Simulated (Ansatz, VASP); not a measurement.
Two plane-wave programs on SiC

```
CELL_PARAMETERS angstrom
3.21603 0.00000 0.00000
0.00000 4.54816 0.00000
0.00000 0.00000 3.06947
ATOMIC_POSITIONS crystal
Si 0.00000 0.00138 0.00000
Si 0.50000 0.50138 0.50000
C 0.50000 0.24862 0.00000
C 0.00000 0.74862 0.50000
```

The cell was built by a generator and needn't be a form met in nature.

Alike in both runs: functional PBE; k mesh 8 × 6 × 10; occupations gaussian, width 0.02 eV; no spin polarisation.

Ansatz relaxed the structure, and its values are those at the end. VASP's run is a single point on that final structure, the one shown.

|  | VASP | Ansatz |
| --- | --- | --- |
| version | VASP 6.6.1 | Ansatz 0.2.0 |
| potentials or method | VASP PAW PBE potentials, release 64 (Si, C) | scalar-relativistic, plane waves, PAW |
| plane-wave cutoff (eV) | 520 | 420 |
| valence electrons in the cell | 16 | 16 |

Ansatz gave:

| Item | Value |
| --- | --- |
| gap on the k mesh at the Fermi level (eV) | 1.12 |
| least direct gap on the mesh (eV) | 1.22 |
| pressure (GPa) | -12.2 |

**Question.** Which values does VASP return?

**Answer.** gap on the k mesh at the Fermi level (eV): 1.11; least direct gap on the mesh (eV): 1.22; pressure (GPa): -12.2.

Ansatz warned: «structure_snapped_to_symmetry».

A k mesh can miss the band edges. As with any semilocal functional, this PBE gap is likely too small.
